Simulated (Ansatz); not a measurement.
```
Li F
1.0
     0.00000    1.97191    1.97191
     1.97191    0.00000    1.97191
     1.97191    1.97191    0.00000
Li F
1 1
Direct
  0.00000 0.00000 0.00000
  0.50000 0.50000 0.50000
```

PBE orbitals in Ansatz, all-electron datasets in plane waves (scalar-relativistic, Gaussian nuclei), wave cutoff 3300 eV, 4×4×4 mesh, Wigner-Seitz cut of the exact exchange.

The cell is then scaled evenly to 1.128 times this volume.

Energy change of the cell: PBE -0.029 eV (mean pressure +2.4 GPa).

(1) What change follows for the Hartree-Fock expression on the same orbitals?

## Answers

(1) The Hartree-Fock expression on the same orbitals: +0.023 eV (mean pressure -1.8 GPa).

The cell is a model at fixed atoms and needn't be the relaxed known crystal. The mesh is coarse, so these steps aren't converged.
